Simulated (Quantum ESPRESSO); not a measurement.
# W under changes of volume

One of the cells (15.848 Å³/atom); the others are scaled copies at fixed shape and fractional positions:

```
W
1.0
    -1.58234    1.58234    1.58234
     1.58234   -1.58234    1.58234
     1.58234    1.58234   -1.58234
W
1
Direct
  0.00000 0.00000 0.00000
```

- Program: Quantum ESPRESSO 7.5
- Functional: PBEsol
- Potentials or basis: GBRV 1.5 PBEsol
- Cutoff: 762 eV
- Density cutoff: 6095 eV
- k mesh: 12 × 12 × 12
- Occupations: fermi-dirac, width 0.05 eV
- Spin: no spin polarisation

```csv
volume (Å³/atom),energy over the lowest point (meV/atom),pressure (GPa)
14.897,45.19,18.9
15.214,15.76,11.0
15.531,1.17,3.8
15.848,0.00,-2.7
16.165,?,?
16.482,33.17,-13.9
16.798,65.40,-18.8
```

Q: What does the run at 16.165 Å³/atom give?

A: Energy over the lowest point 11.03 meV/atom; pressure -8.6 GPa.

Worked out: A Birch-Murnaghan fit of order 3 (a polynomial in V^(-2/3)) to the other rows has its minimum at 15.72 Å³/atom with B0 = V·E''(V) = 318 GPa and B' = 3.7. It gives 11.02 meV/atom at 16.165 Å³/atom, against the run's 11.03, and -dE/dV = -8.5 GPa, against -8.6.

Energies are extrapolated to zero smearing.
